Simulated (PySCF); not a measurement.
Geometry:
```tsv
atom	x (Å)	y (Å)	z (Å)
C1	-1.056	0.509	-0.093
C2	0.021	-0.562	-0.186
C3	1.357	-0.084	0.305
O4	1.600	1.009	0.727
H5	-2.008	0.128	-0.453
H6	-0.776	1.375	-0.688
H7	-1.173	0.833	0.938
H8	-0.251	-1.443	0.402
H9	0.151	-0.899	-1.219
H10	2.145	-0.863	0.245
```

A single conformation, one averaged value for each set of equivalent atoms, isolated molecule, relativity neglected. PBE0/pcSseg-1 with gauge-including orbitals; geometry from GFN2-xTB; J: B3LYP/pcJ-1 (without the spin–dipole term); PySCF 2.14.0 with density-fitted response routines.

Predict the 2D correlation tables (HSQC, COSY, HMBC).

## Answers



HSQC (one-bond C–H):
```csv
δH,δC,"1J(C,H) (Hz)"
10.19 (H10),205.9 (C3),170
2.43 (H8/H9),43.0 (C2),132
1.08 (H5/H6/H7),7.7 (C1),134
```

COSY cross peaks (|J| ≥ 2 Hz):
```csv
δH,δH,abs. J (Hz),bonds
2.43 (H8/H9),1.08 (H5/H6/H7),7.3,3
```

HMBC (two and three bonds, |J| ≥ 2.5 Hz):
```csv
δH,δC [abs. J in Hz]
10.19 (H10),"43.0 (C2) [27.2], 7.7 (C1) [3.5]"
2.43 (H8/H9),"205.9 (C3) [4.9], 7.7 (C1) [3.1]"
1.08 (H5/H6/H7),"205.9 (C3) [5.3], 43.0 (C2) [3.7]"
```

Shifts are taken against calculated references (same method and geometry level): 1H, 13C against TMS.

Unscaled 3J(H,H) at this level run about 10 % above measured values. Shifts are as computed. Against solution values, carbons near 30 ppm lie about +3 ppm off and those near 130 ppm about +5 ppm. Of 1211 compounds with measured shifts, 218 miss one by over three times the rms of a fit or turn the order of signals round; such compounds aren't used in these exercises. Couplings across =CH–CH2 type bonds come from one rotamer and its mirror image, and can be 1–2 Hz further off.
